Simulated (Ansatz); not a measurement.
# Co (Cobalt): how the settings move a single-point run

Question: which choices in the input matter for Co (Cobalt)?

Computed with Ansatz 0.2.0 (reference: DFT, PBE, all-electron LAPW, scalar-relativistic, unless a step's input says otherwise).

**1. The starting structure**

The structure is hexagonal, space group P6_3/mmc (No. 194). Conventional cell: a = 2.507 Å, b = 2.507 Å, c = 4.070 Å, α = 90.00°, β = 90.00°, γ = 120.00°. Co (site symmetry -6m2) is surrounded by 12 Co at 2.50 to 2.51 Å.

Structure file:

```cif
data_structure
_symmetry_space_group_name_H-M 'P6_3/mmc'
_symmetry_Int_Tables_number 194
_cell_length_a 2.5074
_cell_length_b 2.5074
_cell_length_c 4.0699
_cell_angle_alpha 90.000
_cell_angle_beta 90.000
_cell_angle_gamma 120.000
_cell_volume 22.16
loop_
_atom_site_label
_atom_site_type_symbol
_atom_site_symmetry_multiplicity
_atom_site_Wyckoff_symbol
_atom_site_fract_x
_atom_site_fract_y
_atom_site_fract_z
_atom_site_occupancy
Co1 Co 2 c 0.33333 0.66667 0.25000 1
```

**2. The reference run**

input.yaml reads:

```yaml
crystal:
  lattice:
    - [2.5074, 0.0, 0.0]
    - [-1.2537, 2.1714720974, 0.0]
    - [0.0, 0.0, 4.0699]
  atoms:
    - { symbol: Co, position: [0.3333333333, 0.6666666667, 0.25], spin: 2.0 }
    - { symbol: Co, position: [0.6666666667, 0.3333333333, 0.75], spin: 2.0 }
magnetization:
  spin_polarized: true
kpoints:
  mp_grid: { grid: [15, 15, 8] }
scf:
  occupations: { method: fermi_dirac, width: 0.08 }
  lower_state_search: "off"
hamiltonian:
  xc: pbe
  pseudopotentials: { kind: all_electron, lapw: { basis_error: 0.001 } }
output:
  forces: true
  stress: true
  eigenvalues: false
  populations: true
```

Command:

```console
> ansatz run input.yaml --threads 1 --pin off --max-ram 3072MiB --backend cpu --events-out ev --progress --plain --runs-dir out
```

The main lines of its log:

```text
[...]
Basis set: ecut = 305.8664649472599 eV, 287 PW (Γ), exchange–correlation at level 2
[...]
Magnetic group: BNS 194.263 (UNI 1493), of the structure as read, at distance tolerance 2.8e-5 Å
k-points: 135 of 1800
[...]
SCF iter   1: F=—  HF=-75835.112401 eV  |F-HF|=—  |Δ(HF+E_count)|=         —  Δρ=1.62e-2 (↑1.58e-2 ↓1.62e-2)  dr2=1.12e-2  dr2_m=4.70e-2  M=3.329 μB ∫|m|=3.475 μB  β_m=0.30  ethr=3.24e-5  ⟨swp⟩=3.3  Hψ=47836  notcnv=0
preconditioner: auto → none  [metal: Δε(μ)=0.012 eV  Ē_g=9.345 eV  σ=0.080 eV  W_gap=0.04  n_scr=8 (ndim 8)  ℏωp=33.5 eV  f_vac=0.000  D(μ)=1.73/eV (n_scr^D=22)  sad-step TF]
SCF iter   2: F=—  HF=-75835.124180 eV  |F-HF|=—  |Δ(HF+E_count)|=   1.18e-2  Δρ=1.18e-2 (↑1.14e-2 ↓1.18e-2)  dr2=5.99e-3  dr2_m=2.58e-2  M=3.301 μB ∫|m|=3.484 μB  β_m=0.30  ethr=3.24e-5  ⟨swp⟩=2.6  Hψ=17636  notcnv=0
[...]
SCF iter  11: F=—  HF=-75835.176943 eV  |F-HF|=—  |Δ(HF+E_count)|=   2.93e-6  Δρ=3.70e-5 (↑3.03e-5 ↓3.70e-5)  dr2=4.67e-7  dr2_m=2.79e-9  M=3.274 μB ∫|m|=3.615 μB  β_m=0.39  ethr=5.83e-11  ⟨swp⟩=3.7  Hψ=22207  notcnv=0
SCF iter  12: F=-75835.176937 eV  HF=-75835.176937 eV  |F-HF|=2.14e-9  |Δ(HF+E_count)|=   5.93e-6  Δρ=3.08e-6 (↑2.49e-6 ↓3.08e-6)  dr2=5.94e-10  dr2_m=1.39e-9  M=3.274 μB ∫|m|=3.615 μB  ethr=5.83e-11  ⟨swp⟩=3.0  Hψ=19907  notcnv=0
[...]
SCF converged after 12 iterations
Magnetization: 3.2744 μB (18.6372 up, 15.3628 down)
[...]
Free energy (F): -75835.176937 eV
[...]
E sigma→0 (E₀):  -75835.158406 eV
[...]
Fermi energy:    18.616559 eV
[...]
  P = ⅓ Tr σ = -3.9352 GPa (-39.352 kbar)
[...]
```

Run time: 60 s. Hardware: 1 thread of Intel Xeon Platinum 8275CL at 3.00GHz (Skylake/Cascade Lake), shared host; peak memory 0.68 GiB.

**3. Changing settings: xc lda**

input.yaml: that of step 2 with these lines changed.

```diff
@@ -16,3 +16,3 @@
 hamiltonian:
-  xc: pbe
+  xc: lda
   pseudopotentials: { kind: all_electron, lapw: { basis_error: 0.001 } }
```

Command:

```console
> ansatz run input.yaml --threads 1 --pin off --max-ram 3072MiB --backend cpu --events-out ev --progress --plain --runs-dir out
```

The program printed:

```text
settings of this run that can trade accuracy for cost: output.eigenvalues: false. Do not mix this run's numbers with those of runs without the same settings; the input reference describes each key
Co: projections on atomic orbitals take those of the free atom 1s2 2s2 2p6 3s2 3p6 3d7 4s2, of charge +0.00 (hamiltonian.pseudopotentials.projection_atoms)
LAPW: plane waves up to 8.963 Å⁻¹, error target 1.0e-3 eV per atom; small_component_spin mean_spin; Co in spheres of 1.249 Å, 17 of its electrons in bands, Dirac shells []
Engine: ansatz 0.2.0
Pseudopotentials: kind: all_electron
Pseudopotential: Co, LAPW, valence charge 17, Koelling and Harmon's equation, gaussian nucleus
Functional definition: SPW92
  exchange = slater_x
  correlation = pw_c
Crystal: 2 atoms, lattice volume = 22.160 Å³
Basis set: ecut = 306.0749011682386 eV, 287 PW (Γ), exchange–correlation at level 2
Bands: 23, of which v1, the nominal top of the filled ones, is band 17 counted from 1 (16 counted from 0)
Symmetry: 24 space group operations
Space group: P63/mmc (ITA 194), of the structure as read, at distance tolerance 2.8e-5 Å
Magnetic group: BNS 194.263 (UNI 1493), of the structure as read, at distance tolerance 2.8e-5 Å
k-points: 135 of 1800
Non-local potential: Co, projectors of the file, none
Initial density: superposition of atomic densities (chi_scale 0.1, normalization cell)
Starting moments: Σ|m| = 4 μB on 2 of 2 sites
Initial wavefunctions: plane waves of lowest kinetic energy (no species holds an atomic orbital)
Functional: x = slater, c = lda
iter 1 solved again at ethr=3.12e-5 eV; its pass at ethr=1.00e-1 eV (dr2=1.06e-2 eV) is discarded
SCF iter   1: F=—  HF=-75708.418019 eV  |F-HF|=—  |Δ(HF+E_count)|=         —  Δρ=1.67e-2 (↑1.66e-2 ↓1.67e-2)  dr2=1.07e-2  dr2_m=5.20e-2  M=3.296 μB ∫|m|=3.409 μB  β_m=0.30  ethr=3.12e-5  ⟨swp⟩=3.3  Hψ=47989  notcnv=0
preconditioner: auto → none  [metal: Δε(μ)=0.021 eV  Ē_g=9.334 eV  σ=0.080 eV  W_gap=0.07  n_scr=8 (ndim 8)  ℏωp=33.5 eV  f_vac=0.000  D(μ)=1.73/eV (n_scr^D=22)  sad-step TF]
SCF iter   2: F=—  HF=-75708.417453 eV  |F-HF|=—  |Δ(HF+E_count)|=   5.66e-4  Δρ=1.24e-2 (↑1.19e-2 ↓1.24e-2)  dr2=6.82e-3  dr2_m=2.85e-2  M=3.268 μB ∫|m|=3.403 μB  β_m=0.30  ethr=3.12e-5  ⟨swp⟩=2.6  Hψ=17635  notcnv=0
SCF iter   3: F=—  HF=-75708.430255 eV  |F-HF|=—  |Δ(HF+E_count)|=   1.28e-2  Δρ=8.94e-3 (↑8.66e-3 ↓8.94e-3)  dr2=2.99e-3  dr2_m=1.49e-2  M=3.256 μB ∫|m|=3.411 μB  β_m=0.30  ethr=2.01e-5  ⟨swp⟩=2.0  Hψ=17268  notcnv=0
iter 4 solved again at ethr=4.43e-8 eV; its pass at ethr=8.81e-6 eV (dr2=1.51e-5 eV) is discarded
SCF iter   4: F=—  HF=-75708.439387 eV  |F-HF|=—  |Δ(HF+E_count)|=   9.13e-3  Δρ=6.23e-3 (↑6.23e-3 ↓6.23e-3)  dr2=1.51e-5  dr2_m=7.88e-3  M=3.245 μB ∫|m|=3.416 μB  β_m=0.30  ethr=4.43e-8  ⟨swp⟩=2.7  Hψ=30341  notcnv=0
SCF iter   5: F=—  HF=-75708.444894 eV  |F-HF|=—  |Δ(HF+E_count)|=   5.51e-3  Δρ=4.55e-3 (↑4.55e-3 ↓4.55e-3)  dr2=4.97e-6  dr2_m=4.20e-3  M=3.237 μB ∫|m|=3.420 μB  β_m=0.30  ethr=4.43e-8  ⟨swp⟩=3.0  Hψ=19700  notcnv=0
SCF iter   6: F=—  HF=-75708.447959 eV  |F-HF|=—  |Δ(HF+E_count)|=   3.06e-3  Δρ=3.32e-3 (↑3.32e-3 ↓3.32e-3)  dr2=2.00e-8  dr2_m=2.24e-3  M=3.230 μB ∫|m|=3.424 μB  β_m=0.30  ethr=1.46e-8  ⟨swp⟩=3.1  Hψ=19852  notcnv=0
SCF iter   7: F=—  HF=-75708.449675 eV  |F-HF|=—  |Δ(HF+E_count)|=   1.72e-3  Δρ=2.43e-3 (↑2.43e-3 ↓2.43e-3)  dr2=2.45e-8  dr2_m=1.20e-3  M=3.226 μB ∫|m|=3.427 μB  β_m=0.30  ethr=5.88e-11  ⟨swp⟩=4.4  Hψ=24869  notcnv=0
SCF iter   8: F=—  HF=-75708.450637 eV  |F-HF|=—  |Δ(HF+E_count)|=   9.62e-4  Δρ=1.77e-3 (↑1.77e-3 ↓1.77e-3)  dr2=1.51e-8  dr2_m=6.38e-4  M=3.223 μB ∫|m|=3.429 μB  β_m=0.30  ethr=5.88e-11  ⟨swp⟩=4.2  Hψ=24127  notcnv=0
Mixer restart at iter 8: flushing history
spin-set hold released at iteration 8 (site moments contracting): the magnetisation degrees of freedom join the quasi-Newton model from the next iteration; the mixer history was flushed
SCF iter   9: F=—  HF=-75708.451179 eV  |F-HF|=—  |Δ(HF+E_count)|=   5.42e-4  Δρ=1.29e-3 (↑1.29e-3 ↓1.29e-3)  dr2=1.60e-8  dr2_m=3.39e-4  M=3.220 μB ∫|m|=3.431 μB  β_m=0.65  ethr=4.44e-11  ⟨swp⟩=4.1  Hψ=23892  notcnv=0
SCF iter  10: F=—  HF=-75708.451880 eV  |F-HF|=—  |Δ(HF+E_count)|=   7.01e-4  Δρ=7.25e-5 (↑7.25e-5 ↓6.80e-5)  dr2=5.59e-9  dr2_m=1.00e-6  M=3.215 μB ∫|m|=3.438 μB  β_m=0.82  ethr=4.44e-11  ⟨swp⟩=4.8  Hψ=25735  notcnv=0
SCF iter  11: F=—  HF=-75708.451902 eV  |F-HF|=—  |Δ(HF+E_count)|=   2.16e-5  Δρ=5.68e-5 (↑3.73e-5 ↓5.68e-5)  dr2=9.01e-7  dr2_m=2.72e-8  M=3.216 μB ∫|m|=3.441 μB  β_m=0.55  ethr=1.64e-11  ⟨swp⟩=4.0  Hψ=23714  notcnv=0
SCF iter  12: F=—  HF=-75708.451892 eV  |F-HF|=—  |Δ(HF+E_count)|=   9.78e-6  Δρ=1.89e-5 (↑1.89e-5 ↓1.11e-5)  dr2=9.15e-8  dr2_m=3.15e-9  M=3.216 μB ∫|m|=3.441 μB  β_m=0.42  ethr=1.64e-11  ⟨swp⟩=4.0  Hψ=24418  notcnv=0
SCF iter  13: F=—  HF=-75708.451891 eV  |F-HF|=—  |Δ(HF+E_count)|=   1.09e-6  Δρ=4.14e-6 (↑4.14e-6 ↓2.99e-6)  dr2=4.75e-9  dr2_m=1.98e-10  M=3.216 μB ∫|m|=3.441 μB  β_m=0.71  ethr=1.64e-11  ⟨swp⟩=3.0  Hψ=19905  notcnv=0
SCF iter  14: F=-75708.451891 eV  HF=-75708.451891 eV  |F-HF|=4.06e-9  |Δ(HF+E_count)|=   6.16e-8  Δρ=5.33e-7 (↑4.74e-7 ↓5.33e-7)  dr2=6.62e-11  dr2_m=1.63e-11  M=3.216 μB ∫|m|=3.441 μB  ethr=1.40e-11  ⟨swp⟩=3.0  Hψ=18337  notcnv=0
SCF 1 converged in 14 iterations: F = -75708.451891 eV  dr2 = 6.62e-11
SCF converged after 14 iterations
Magnetization: 3.2160 μB (18.6080 up, 15.3920 down)
Absolute magnetization: 3.4415 μB (∫|ρ↑−ρ↓|)
Spin contamination: 0.0397 ħ² per cell (⟨S²⟩ above its minimum at these occupations)
Per-site moments (μB) at R_I (Å): [(1.647332406957224, 1.2486699160090518), (1.647332406957224, 1.2486699160090518)]
Free energy (F): -75708.451891 eV
Harris-Foulkes:  -75708.451891 eV  (|F-HF|=4.06e-9)
Internal energy: -75708.412355 eV  (E = F + TS)
E sigma→0 (E₀):  -75708.432123 eV
Entropy (-TS):   -0.039536 eV (-19.768 meV/atom)
Fermi energy:    18.143803 eV
--- Per-component energies (eV) ---
  E_band       = -495.750332
  E_kinetic    = 76792.485539
  E_xc         = -3119.500059
  E_electrostatic = -149381.397834  (all electrons and nuclei)
  E_smearing   = -0.039536  (= −TS)
  E_closure    = 0.000000  (closes the sum)
  E_atoms      = -75689.688605  (free atoms, spherical and without spin; not in F)
  Σ components = -75708.451891   (vs F -75708.451891, Δ=0.00e0)
  Basis errors (estimates in eV, not in F): energy 2.2e-4 per atom: plane waves 2.1e-4 (1.1e-4 summed), levels above the bands 4.3e-53, relativity 2.8e-9, radial functions 5.9e-6, core shells 6.5e-10; eigenvalues (radial functions only) 8.4e-7; not estimated: angular momenta, meshes, grids; target (lapw.basis_error) 1.0e-3; muffin-tin radii Co 1.249 Å
--- Forces (eV/Å), atoms counted from 1 ---
  atom   1  Co     0.00000000     0.00000000     0.00000000
  atom   2  Co    -0.00000000    -0.00000000     0.00000000
  max |Σ_I F_I| component: 4.63e-18 eV/Å
--- Stress (GPa, compression-positive) ---
      -21.001939       0.000000       0.000000
        0.000000     -21.001939       0.000000
        0.000000       0.000000     -22.359470
  P = ⅓ Tr σ = -21.4544 GPa (-214.544 kbar)
--- Löwdin populations: 2 sites ---
  site symbol       q [e]    m [muB]
     0     Co     26.7909     1.6600
     1     Co     26.7909     1.6600
  spilling = 0.007744 (of n_electrons = 54.000000)
settings of this run that can trade accuracy for cost: output.eigenvalues: false. Do not mix this run's numbers with those of runs without the same settings; the input reference describes each key
```

Run time: 68 s. Hardware: 1 thread of Intel Xeon Platinum 8275CL at 3.00GHz (Skylake/Cascade Lake), shared host; peak memory 0.63 GiB.

A change of functional puts the total energy on another scale; the pressure goes from -3.9 to -21.5 GPa and the absolute moment goes from 3.62 to 3.44 μB. At this fixed cell a lower pressure means that this functional prefers a smaller volume than the reference.

**4. All runs together**

```
      run     ending   energy change  pressure (GPa)  abs. moment (μB)  force (eV/Å)  cycles  time
reference  converged               -            -3.9              3.62          0.00      12  60 s
1: xc lda  converged  not comparable           -21.5              3.44          0.00      14  68 s
```

Residual by cycle in the longest SCF loop of each run; runs are numbered as in the table. The quantity is the density residual dr2, in eV.

```
cycle  reference    run 1
    1     0.0112   0.0107
    2    0.00599  0.00682
    3    0.00289  0.00299
    5     6.4e-6   5.0e-6
    6     2.8e-8   2.0e-8
    7     1.0e-7   2.5e-8
    8     1.2e-7   1.5e-8
    9     2.0e-8   1.6e-8
   10     2.8e-7   5.6e-9
   12    5.9e-10   9.2e-8
   13          -   4.8e-9
   14          -  6.6e-11
```

What this shows: Total energies don't compare across a change of functional; the pressure goes from -3.9 to -21.5 GPa and the absolute moment goes from 3.62 to 3.44 μB. At this fixed cell a lower pressure means that this functional prefers a smaller volume than the reference.
